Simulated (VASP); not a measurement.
# SnO2 (Cassiterite) (P4_2/mnm) in VASP: notebook

Aim: see how the results for SnO2 (Cassiterite) move with the level of theory and the settings. Levels: r2SCAN, SCAN, PBE. Tasks: band structure, G0W0 quasiparticle levels.

All numbers are computed with VASP 6.6.1; they aren't measurements. Logs are shortened: lines on timing, memory, paths and dates and some standing lists are left out, and cuts for length are marked.

## (1) The crystal as given

The structure is tetragonal, space group P4_2/mnm (No. 136). The conventional cell has a = 4.738 Å, b = 4.738 Å, c = 3.187 Å, α = 90.00°, β = 90.00°, γ = 90.00°. Around Sn (site symmetry mmm) lie 6 O at 2.05 to 2.06 Å. O (site symmetry m2m) is surrounded by 3 Sn at 2.05 to 2.06 Å.

## (2) Band structure, r2SCAN

Input file INCAR:

```
SYSTEM = SnO2
ALGO = Normal
EDIFF = 1E-7
ENCUT = 520
ISIF = 2
ISMEAR = -1
LASPH = .TRUE.
LCHARG = .FALSE.
LMIXTAU = .TRUE.
LREAL = .FALSE.
LWAVE = .FALSE.
METAGGA = R2SCAN
NELM = 60
PREC = Accurate
SIGMA = 0.05
```

Input file KPOINTS:

```
k-points
0
G
  6 6 8
  0 0 0
```

Input file POSCAR:

```
SnO2
1.0
    4.7380000000      0.0000000000      0.0000000000
    0.0000000000      4.7380000000      0.0000000000
    0.0000000000      0.0000000000      3.1865000000
Sn O
2 4
Direct
    0.5000000000      0.5000000000      0.5000000000
    0.0000000000      0.0000000000      0.0000000000
    0.8071000000      0.1929000000      0.5000000000
    0.6929000000      0.6929000000      0.0000000000
    0.1929000000      0.8071000000      0.5000000000
    0.3071000000      0.3071000000      0.0000000000
```

Input file KPOINTS_OPT:

```
path GXMGZRAZ,XR,MA
10
line-mode
reciprocal
 0.0000000000  0.0000000000  0.0000000000  G
 0.0000000000  0.5000000000  0.0000000000  X

 0.0000000000  0.5000000000  0.0000000000  X
 0.5000000000  0.5000000000  0.0000000000  M

 0.5000000000  0.5000000000  0.0000000000  M
 0.0000000000  0.0000000000  0.0000000000  G

 0.0000000000  0.0000000000  0.0000000000  G
 0.0000000000  0.0000000000  0.5000000000  Z

 0.0000000000  0.0000000000  0.5000000000  Z
 0.0000000000  0.5000000000  0.5000000000  R

 0.0000000000  0.5000000000  0.5000000000  R
 0.5000000000  0.5000000000  0.5000000000  A

 0.5000000000  0.5000000000  0.5000000000  A
 0.0000000000  0.0000000000  0.5000000000  Z

 0.0000000000  0.5000000000  0.0000000000  X
 0.0000000000  0.5000000000  0.5000000000  R

 0.5000000000  0.5000000000  0.0000000000  M
 0.5000000000  0.5000000000  0.5000000000  A
```

Potentials or basis: VASP PAW PBE potentials, release 64 (Sn_d, O).

Launch:

```console
$ cat potpaw_PBE.64/Sn_d/POTCAR potpaw_PBE.64/O/POTCAR > POTCAR
$ mpirun -np 1 vasp_std > vasp.out
```

OUTCAR:

```text
SYSTEM = SnO2
   EDIFF = 1E-7
   ENCUT = 520
   ISIF = 2
   ISMEAR = -1
   LASPH = .TRUE.
   LREAL = .FALSE.
   METAGGA = R2SCAN
   NELM = 60
   PREC = Accurate

 ion  position               nearest neighbor table
   1  0.500  0.500  0.500-   4 2.05   6 2.05   4 2.05   6 2.05   5 2.06   3 2.06   2 3.71   2 3.71
                             2 3.71   2 3.71   2 3.71   2 3.71   2 3.71   2 3.71
   2  0.000  0.000  0.000-   3 2.05   5 2.05   3 2.05   5 2.05   4 2.06   6 2.06   1 3.71   1 3.71
                             1 3.71   1 3.71   1 3.71   1 3.71   1 3.71   1 3.71
   3  0.807  0.193  0.500-   2 2.05   2 2.05   1 2.06
   4  0.693  0.693  0.000-   1 2.05   1 2.05   2 2.06
   5  0.193  0.807  0.500-   2 2.05   2 2.05   1 2.06
   6  0.307  0.307  0.000-   1 2.05   1 2.05   2 2.06

  LATTYP: Found a simple tetragonal cell.
 ALAT       =     4.7380000000
 C/A-ratio  =     0.6725411566

  Lattice vectors:

 A1 = (   4.7380000000,   0.0000000000,   0.0000000000)
 A2 = (   0.0000000000,   4.7380000000,   0.0000000000)
 A3 = (   0.0000000000,   0.0000000000,   3.1865000000)

Analysis of symmetry for initial positions (statically):
=====================================================================
 Subroutine PRICEL returns:
 Original cell was already a primitive cell.

 Routine SETGRP: Setting up the symmetry group for a
 simple tetragonal supercell.

 Subroutine GETGRP returns: Found 16 space group operations
 (whereof  8 operations were pure point group operations)
 out of a pool of 16 trial point group operations.

The static configuration has the point symmetry D_2h.
 The point group associated with its full space group is D_4h.

Analysis of symmetry for dynamics (positions and initial velocities):
=====================================================================
 Subroutine PRICEL returns:
 Original cell was already a primitive cell.

 Routine SETGRP: Setting up the symmetry group for a
 simple tetragonal supercell.

 Subroutine GETGRP returns: Found 16 space group operations
 (whereof  8 operations were pure point group operations)
 out of a pool of 16 trial point group operations.

The dynamic configuration has the point symmetry D_2h.
 The point group associated with its full space group is D_4h.

 Subroutine INISYM returns: Found 16 space group operations
 (whereof  8 operations are pure point group operations),
 and found     1 'primitive' translations

[... 101 lines left out ...]
   NELM   =     60;   NELMIN=  2; NELMDL= -5     # of ELM steps
   EDIFF  = 0.1E-06   stopping-criterion for ELM
   LREAL  =      F    real-space projection
   EDIFFG = 0.1E-05   stopping-criterion for IOM
   NSW    =      0    number of steps for IOM
   IBRION =     -1    ionic relax: 0-MD 1-quasi-New 2-CG
   NFREE  =      0    steps in history (QN), initial steepest desc. (CG)
   ISIF   =      2    stress and relaxation
   ISYM   =      2    0-nonsym 1-usesym 2-fastsym
   POTIM  = 0.5000    time-step for ionic-motion
   TEBEG  =    0.0;   TEEND  =   0.0 temperature during run
   PSTRESS=    0.0 pullay stress
   NELECT =      52.0000    total number of electrons
   NUPDOWN=      -1.0000    fix difference up-down
   EMIN   =  10.00;   EMAX   =-10.00  energy-range for DOS
   EFERMI =   0.00;   METHOD = LEGACY
   ISMEAR =    -1;   SIGMA  =   0.05  broadening in eV -4-tet -1-fermi 0-gaus
   EFERMI_NEDOS =   21; number of points for ismear=-14 and -15
   IALGO  =     38    algorithm
   IMIX   =      4    mixing-type and parameters
     AMIX     =   0.40;   BMIX     =  1.00
     AMIX_MAG =   1.60;   BMIX_MAG =  1.00
  volume/ion in A,a.u.               =      11.92        80.45
  Fermi-wavevector in a.u.,A,eV,Ry     =   1.472000  2.781677 29.480903  2.166785
  Thomas-Fermi vector in A             =   2.587068
   LORBIT       =      0    0 simple, 1 ext, 2 COOP (PROOUT), +10 PAW based schemes
   METAGGA = R2SCAN    functional components
   LHFCALC =     F    Hartree Fock is set to
   AEXX    =    0.0000 exact exchange contribution
   IVDW    =     0    specifies the selected vdW correction
   LEPSILON=     F    determine dielectric tensor
   LRPA    =     F    only Hartree local field effects (RPA)
 non-spin polarized calculation
  energy-cutoff  :      520.00
  volume of cell :       71.53
 maximum number of plane-waves:      1992
 NGX is ok and might be reduce to    36
   NGX = 17   NGY = 17   NGZ = 11

 number of electron      51.9999993 magnetization

 Free energy of the ion-electron system (eV)
  ---------------------------------------------------
  ext. energy  EPLUGINS =         0.00000000
  ---------------------------------------------------
  free energy    TOTEN  =       -84.60584901 eV

  energy without entropy =      -84.60584901  energy(sigma->0) =      -84.60584901

 E-fermi :   6.7033     XC(G=0): -12.0461

 val. band max:        5.7120865993   @ k =   0.0000   0.0000   0.0000
 cond. band min:       7.6983504865   @ k =   0.0000   0.0000   0.0000
 fundamental gap:      1.9862638872
 Fermi energy:         6.7033168793

 k-point     1 :       0.0000    0.0000    0.0000
  band No.  band energies     occupation
      1     -16.0433      2.00000
      2     -15.1308      2.00000
      3     -14.7679      2.00000
      4     -14.7679      2.00000
      5     -14.7383      2.00000
      6     -14.6943      2.00000
[... 805 lines left out ...]
     30      15.3422      0.00000
     31      16.2473      0.00000

 [... further k-points ...]
[... 5 lines left out ...]
  --------------------------------------------------------------------------------------
  -------------------------------------------------------------------------------------
  Total        1.7389690      1.7389690      2.5564741     -0.0000000      0.0000000      0.0000000
  in kB       38.9491860     38.9491860     57.2595509     -0.0000000      0.0000000      0.0000000
  external PRESSURE =      45.0526410 kB  Pullay stress =       0.0000000 kB

 VOLUME and BASIS-vectors are now :
 -----------------------------------------------------------------------------
  energy-cutoff  :      520.00
  volume of cell :       71.53
      direct lattice vectors                 reciprocal lattice vectors
     4.738000000  0.000000000  0.000000000     0.211059519  0.000000000  0.000000000
     0.000000000  4.738000000  0.000000000     0.000000000  0.211059519  0.000000000
     0.000000000  0.000000000  3.186500000     0.000000000  0.000000000  0.313823945

 POSITION                                       TOTAL-FORCE (eV/Angst)
 -----------------------------------------------------------------------------------
      2.36900      2.36900      1.59325         0.000000      0.000000      0.000000
      0.00000      0.00000      0.00000         0.000000      0.000000      0.000000
      3.82404      0.91396      1.59325        -0.195731      0.195731      0.000000
      3.28296      3.28296      0.00000         0.195731      0.195731      0.000000
      0.91396      3.82404      1.59325         0.195731     -0.195731      0.000000
      1.45504      1.45504      0.00000        -0.195731     -0.195731     -0.000000
 -----------------------------------------------------------------------------------
    total drift:                               -0.000000      0.000000      0.000000

  FREE ENERGIE OF THE ION-ELECTRON SYSTEM (eV)
  ---------------------------------------------------
  free  energy   TOTEN  =       -84.6058490055 eV

  energy  without entropy=      -84.6058490054  energy(sigma->0) =      -84.60584901
```

OSZICAR:

```text
N       E                     dE             d eps       ncg     rms          rms(c)
DAV:   1     0.608717749006E+03    0.60872E+03   -0.26941E+04  3343   0.269E+03
DAV:   2    -0.292458647481E+01   -0.61164E+03   -0.59026E+03  3501   0.709E+02
DAV:   3    -0.986536011912E+02   -0.95729E+02   -0.94216E+02  3569   0.233E+02
[... 34 lines left out ...]
DAV:   1     0.339924687685E+05   -0.55372E+05     2674
DAV:   2     0.969415887074E+04   -0.24298E+05     2734
DAV:   3     0.590748129803E+04   -0.37867E+04     2851
DAV:   4     0.572589171131E+04   -0.18159E+03     2929
DAV:   5     0.572027653521E+04   -0.56152E+01     3415
DAV:   6     0.572007898931E+04   -0.19755E+00     3370
DAV:   7     0.572007341813E+04   -0.55712E-02     3528
DAV:   8     0.572007336377E+04   -0.54365E-04     3348
DAV:   9     0.572007336273E+04   -0.10350E-05     2528
DAV:  10     0.572007336268E+04   -0.56698E-07     1996
```

stdout:

```text
POSCAR found type information on POSCAR SnO
 POSCAR found :  2 types and       6 ions
 scaLAPACK will be used
 -----------------------------------------------------------------------------
|                                                                             |
|                                                                             |
|     You enforced a specific xc type in the INCAR file but a different       |
|     I HOPE YOU KNOW WHAT YOU ARE DOING!                                     |
|                                                                             |
 -----------------------------------------------------------------------------

 LDA part: xc-table for (None), standard interpolation
 POSCAR, INCAR and KPOINTS ok, starting setup
 FFT: planning ... GRIDC
 FFT: planning ... GRID_SOFT
 FFT: planning ... GRID
 WAVECAR not read
 entering main loop
 Start KPOINTS_OPT (optional k-point list driver)
k-point batch [1-50\90]
k-point batch [51-90\90]
```

Run time: 9.9 min. Hardware: 1 thread of AMD EPYC 9R45 (Zen 5), shared host; peak memory 0.24 GiB.

What came out:

```yaml
Free_energy: -84.6058 eV
Pressure: 4.5 GPa
Largest_force: 0.277 eV/Å
Band_gap_on_the_k_mesh: 1.99 eV, direct
Band_gap_along_the_path: 1.99 eV, direct
```

Forces on the atoms (eV/Å):
```
Sn   0.000  0.000  0.000
Sn   0.000  0.000  0.000
O   -0.196  0.196  0.000
O    0.196  0.196  0.000
O    0.196 -0.196  0.000
O   -0.196 -0.196  0.000
```

Levels at the corners of the path, in eV from the valence-band top:
| point | band 24 | band 25 | band 26 | band 27 | band 28 | band 29 |
| --- | --- | --- | --- | --- | --- | --- |
| Γ | -0.78 | -0.78 | 0.00 | 1.99 | 6.91 | 7.15 |
| X | -1.16 | -0.64 | -0.64 | 5.17 | 5.17 | 7.88 |
| X | -1.16 | -0.64 | -0.64 | 5.17 | 5.17 | 7.88 |
| M | -1.28 | -0.93 | -0.93 | 5.58 | 5.58 | 8.32 |
| M | -1.28 | -0.93 | -0.93 | 5.58 | 5.58 | 8.32 |
| Γ | -0.78 | -0.78 | 0.00 | 1.99 | 6.91 | 7.15 |
| Γ | -0.78 | -0.78 | 0.00 | 1.99 | 6.91 | 7.15 |
| Z | -1.70 | -1.29 | -1.29 | 7.08 | 7.08 | 10.65 |
| Z | -1.70 | -1.29 | -1.29 | 7.08 | 7.08 | 10.65 |
| R | -1.13 | -0.66 | -0.66 | 7.36 | 7.36 | 8.98 |
| R | -1.13 | -0.66 | -0.66 | 7.36 | 7.36 | 8.98 |
| A | -0.98 | -0.87 | -0.87 | 5.75 | 5.75 | 9.69 |
| A | -0.98 | -0.87 | -0.87 | 5.75 | 5.75 | 9.69 |
| Z | -1.70 | -1.29 | -1.29 | 7.08 | 7.08 | 10.65 |
| X | -1.16 | -0.64 | -0.64 | 5.17 | 5.17 | 7.88 |
| R | -1.13 | -0.66 | -0.66 | 7.36 | 7.36 | 8.98 |
| M | -1.28 | -0.93 | -0.93 | 5.58 | 5.58 | 8.32 |
| A | -0.98 | -0.87 | -0.87 | 5.75 | 5.75 | 9.69 |

Caveat: the PAW data sets were made with another functional, which shifts forces and pressure a little; spin-orbit coupling is left out, which moves the levels of the heavy elements.

## (3) Band structure, r2SCAN, spin-orbit coupling, no magnetisation

Input file INCAR:

```
SYSTEM = SnO2
  PREC = Accurate
  ENCUT = 520
  EDIFF = 1E-7
  ISMEAR = -1
  SIGMA = 0.05
  LREAL = .FALSE.
  LASPH = .TRUE.
  NELM = 60
  ALGO = Normal
  ISIF = 2
  LWAVE = .FALSE.
  LCHARG = .FALSE.
  MAGMOM = 0 0 0 0 0 0 0 0 0 0 0 0 0 0 0 0 0 0
  LORBIT = 11
  LSORBIT = .TRUE.
  GGA_COMPAT = .FALSE.
  METAGGA = R2SCAN
  LMIXTAU = .TRUE.
  NBANDS = 68
```

Input file KPOINTS:

```
Automatic mesh
0
G
  4 4 5
  0 0 0
```

POSCAR is that of step 2.

KPOINTS_OPT is that of step 2.

Potentials or basis: VASP PAW PBE potentials, release 64 (Sn_d, O).

Launch:

```console
$ cat potpaw_PBE.64/Sn_d/POTCAR potpaw_PBE.64/O/POTCAR > POTCAR
$ mpirun -np 1 vasp_ncl > vasp.out
```

It took 36 min on 1 thread of AMD EPYC 9R45 (Zen 5), shared host; peak memory 0.46 GiB.

It converged, with:

- Free energy: -84.6721 eV
- Pressure: 4.4 GPa
- Largest force: 0.276 eV/Å
- Valence electrons inside the program's atomic spheres: Sn 12.36; O 5.11

Forces in eV/Å, atoms in the order of the input:
```
Sn   0.000  0.000  0.000
Sn   0.000  0.000  0.000
O   -0.195  0.195  0.000
O    0.195  0.195  0.000
O    0.195 -0.195  0.000
O   -0.195 -0.195  0.000
```

Stress tensor (GPa, compression positive):
```
3.83 0.00 0.00
0.00 3.83 0.00
0.00 0.00 5.66
```

Caveat: the k mesh is coarse (spacing up to 0.39 Å⁻¹), so the values aren't converged; the PAW data sets were made with another functional, which shifts forces and pressure a little.

## (4) Band structure, SCAN

Input file INCAR:

```
ALGO = Normal
EDIFF = 1E-7
ENCUT = 520
ISIF = 2
ISMEAR = -1
LASPH = T
LCHARG = F
LMIXTAU = T
LREAL = F
LWAVE = F
METAGGA = SCAN
NBANDS = 35
NELM = 80
PREC = Accurate
SIGMA = 0.05
```

Input file KPOINTS:

```
k-points
0
Gamma
  6 6 8
```

POSCAR is that of step 3.

KPOINTS_OPT is that of step 3.

Potentials or basis: VASP PAW PBE potentials, release 64 (Sn_d, O).

Launch:

```console
$ cat potpaw_PBE.64/Sn_d/POTCAR potpaw_PBE.64/O/POTCAR > POTCAR
$ mpirun -np 1 vasp_std > vasp.out
```

OUTCAR:

```text
EDIFF = 1E-7
   ENCUT = 520
   ISIF = 2
   ISMEAR = -1
   LASPH = T
   LREAL = F
   METAGGA = SCAN
   NELM = 80
   PREC = Accurate

 ion  position               nearest neighbor table
   1  0.500  0.500  0.500-   4 2.05   6 2.05   4 2.05   6 2.05   5 2.06   3 2.06   2 3.71   2 3.71
                             2 3.71   2 3.71   2 3.71   2 3.71   2 3.71   2 3.71
   2  0.000  0.000  0.000-   3 2.05   5 2.05   3 2.05   5 2.05   4 2.06   6 2.06   1 3.71   1 3.71
                             1 3.71   1 3.71   1 3.71   1 3.71   1 3.71   1 3.71
   3  0.807  0.193  0.500-   2 2.05   2 2.05   1 2.06
   4  0.693  0.693  0.000-   1 2.05   1 2.05   2 2.06
   5  0.193  0.807  0.500-   2 2.05   2 2.05   1 2.06
[... 1124 lines left out ...]
  Total        1.3660093      1.3660093      1.9917497     -0.0000000      0.0000000      0.0000000
  in kB       30.5956871     30.5956871     44.6109331     -0.0000000      0.0000000      0.0000000
  external PRESSURE =      35.2674358 kB  Pullay stress =       0.0000000 kB

 VOLUME and BASIS-vectors are now :
 -----------------------------------------------------------------------------
  energy-cutoff  :      520.00
  volume of cell :       71.53
      direct lattice vectors                 reciprocal lattice vectors
     4.738000000  0.000000000  0.000000000     0.211059519  0.000000000  0.000000000
     0.000000000  4.738000000  0.000000000     0.000000000  0.211059519  0.000000000
     0.000000000  0.000000000  3.186500000     0.000000000  0.000000000  0.313823945

 POSITION                                       TOTAL-FORCE (eV/Angst)
 -----------------------------------------------------------------------------------
      2.36900      2.36900      1.59325         0.000000      0.000000      0.000000
      0.00000      0.00000      0.00000         0.000000      0.000000      0.000000
      3.82404      0.91396      1.59325        -0.185532      0.185532      0.000000
      3.28296      3.28296      0.00000         0.185532      0.185532      0.000000
      0.91396      3.82404      1.59325         0.185532     -0.185532      0.000000
      1.45504      1.45504      0.00000        -0.185532     -0.185532     -0.000000
 -----------------------------------------------------------------------------------
    total drift:                               -0.000000      0.000000      0.000000

  FREE ENERGIE OF THE ION-ELECTRON SYSTEM (eV)
  ---------------------------------------------------
  free  energy   TOTEN  =      -107.6582116965 eV

  energy  without entropy=     -107.6582116963  energy(sigma->0) =     -107.65821170
```

stdout:

```text
POSCAR found type information on POSCAR SnO
 POSCAR found :  2 types and       6 ions
 scaLAPACK will be used
 -----------------------------------------------------------------------------
|                                                                             |
|                                                                             |
|     You enforced a specific xc type in the INCAR file but a different       |
|     I HOPE YOU KNOW WHAT YOU ARE DOING!                                     |
|                                                                             |
 -----------------------------------------------------------------------------

 LDA part: xc-table for (None), standard interpolation
 POSCAR, INCAR and KPOINTS ok, starting setup
 FFT: planning ... GRIDC
 FFT: planning ... GRID_SOFT
 FFT: planning ... GRID
 WAVECAR not read
 entering main loop
 Start KPOINTS_OPT (optional k-point list driver)
k-point batch [1-50\90]
k-point batch [51-90\90]
```

It took 15 min on 1 thread of AMD EPYC 9R45 (Zen 5), shared host; peak memory 0.26 GiB.

What came out:

```
Free energy             : -107.6582 eV
Pressure                : 3.5 GPa
Largest force           : 0.262 eV/Å
Band gap on the k mesh  : 1.88 eV, direct
Band gap along the path : 1.88 eV, direct
```

Forces on the atoms (eV/Å):
```
Sn   0.000  0.000  0.000
Sn   0.000  0.000  0.000
O   -0.186  0.186  0.000
O    0.186  0.186  0.000
O    0.186 -0.186  0.000
O   -0.186 -0.186  0.000
```

Stress tensor (GPa, compression positive):
```
3.06 0.00 0.00
0.00 3.06 0.00
0.00 0.00 4.46
```

Levels at the corners of the path, in eV from the valence-band top:
```tsv
point	band 24	band 25	band 26	band 27	band 28	band 29
Γ	-0.79	-0.79	0.00	1.88	6.84	7.06
X	-1.16	-0.64	-0.64	5.08	5.09	7.79
X	-1.16	-0.64	-0.64	5.08	5.09	7.79
M	-1.28	-0.93	-0.93	5.51	5.51	8.23
M	-1.28	-0.93	-0.93	5.51	5.51	8.23
Γ	-0.79	-0.79	0.00	1.88	6.84	7.06
Γ	-0.79	-0.79	0.00	1.88	6.84	7.06
Z	-1.69	-1.28	-1.28	7.01	7.01	10.58
Z	-1.69	-1.28	-1.28	7.01	7.01	10.58
R	-1.13	-0.67	-0.67	7.29	7.29	8.89
R	-1.13	-0.67	-0.67	7.29	7.29	8.89
A	-0.99	-0.86	-0.86	5.67	5.67	9.61
A	-0.99	-0.86	-0.86	5.67	5.67	9.61
Z	-1.69	-1.28	-1.28	7.01	7.01	10.58
X	-1.16	-0.64	-0.64	5.08	5.09	7.79
R	-1.13	-0.67	-0.67	7.29	7.29	8.89
M	-1.28	-0.93	-0.93	5.51	5.51	8.23
A	-0.99	-0.86	-0.86	5.67	5.67	9.61
```

Caveat: the PAW data sets were made with another functional, which shifts forces and pressure a little; spin-orbit coupling is left out, which moves the levels of the heavy elements.

[end of part 1 of 2]
